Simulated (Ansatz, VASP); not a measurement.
## Two plane-wave programs on CrCuO2

```
Cu Cr O
1.0
     1.48670    0.85835    5.70000
    -1.48670    0.85835    5.70000
     0.00000   -1.71669    5.70000
Cu Cr O
1 1 2
Cartesian
  0.0000 0.0000 0.0000
  0.0000 0.0000 8.5500
  0.0000 0.0000 15.2546
  0.0000 0.0000 1.8454
```

Alike in both runs: task single point; functional PBE; k mesh 10 × 10 × 10; occupations fermi-dirac, width 0.05 eV; collinear spin, ferromagnetic start.

```csv
,VASP,Ansatz
version,VASP 6.6.1,Ansatz 0.2.0
potentials or method,"VASP PAW PBE potentials, release 64 (Cu, Cr_pv, O)",Ansatz PAW
plane-wave cutoff (eV),520,420
valence electrons in the cell,35,45
```

|  | VASP | Ansatz | Ansatz less VASP |
| --- | --- | --- | --- |
| gap on the k mesh at the Fermi level (eV) | 1.10 | 1.11 | +0.005 |
| least direct gap on the mesh (eV) | 1.27 | 1.28 | +0.004 |
| pressure (GPa) | 4.9 | 4.1 | -0.76 |
| largest component of the traceless stress (GPa) | 0.22 | 0.37 | +0.148 |
| rms of the force components (eV/Å) | 0.018 | 0.011 | -0.0077 |
| net moment per atom (μB) | 0.75 | 0.75 | 0.000 |
| size of the moment on the site where the two differ most (μB) | 2.83 | 2.40 | -0.428 |

Site moments also hang on the region over which each program counts them. Atom by atom the forces differ by 0.008 eV/Å (rms over components). The two sets of potentials don't hold the same shells in valence.

Caveats: only a ferromagnetic start was run, and an antiferromagnetic order may lie lower in energy; the pressure holds a Pulay correction of +0.6 GPa for the finite cutoff (Ansatz). A k mesh can miss the band edges.
